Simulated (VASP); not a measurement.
Runs of VASP 6.6.1 on GaP. It takes space group F-43m (No. 216, cubic). The conventional cell has a = 5.451 Å, b = 5.451 Å, c = 5.451 Å, α = 90.00°, β = 90.00°, γ = 90.00°. Ga (site symmetry -43m) has 4 P at 2.36 Å as nearest neighbours. P (site symmetry -43m) has 4 Ga at 2.36 Å as nearest neighbours. 

```csv
level,grid for exact exchange (PRECFOCK),share of exact exchange,gap on the mesh (eV),pressure (GPa)
PBE0,Fast,-,3.04,0.6
r2SCAN0,Fast,-,3.18,-0.7
B3LYP,Normal,-,(b),(a)
r2SCAN50,Normal,-,-,-1.7
PBE-EpsX,Fast,0.0895,2.13,(c)
```

Alike in all rows: task band structure; potentials or basis VASP PAW PBE potentials, release 64 (Ga_d, P); no spin polarisation; cell as given; k mesh 4 × 4 × 4; cutoff (eV) 520; smearing fermi-dirac 0.05 eV; the mesh is coarse, so values aren't converged.

Q: Fill in the values left out.

A: (a) 4.2; (b) 2.94; (c) 2.1.

Caveats: all runs use coarse meshes; an unscreened hybrid on a path of extra k points without a Coulomb cutoff has errors near the mesh points, so the bands along the path aren't reliable; the PAW data sets were made with another functional, which shifts forces and pressure a little.

A k mesh can miss the band edges, and the runs leave out spin-orbit coupling on Ga.
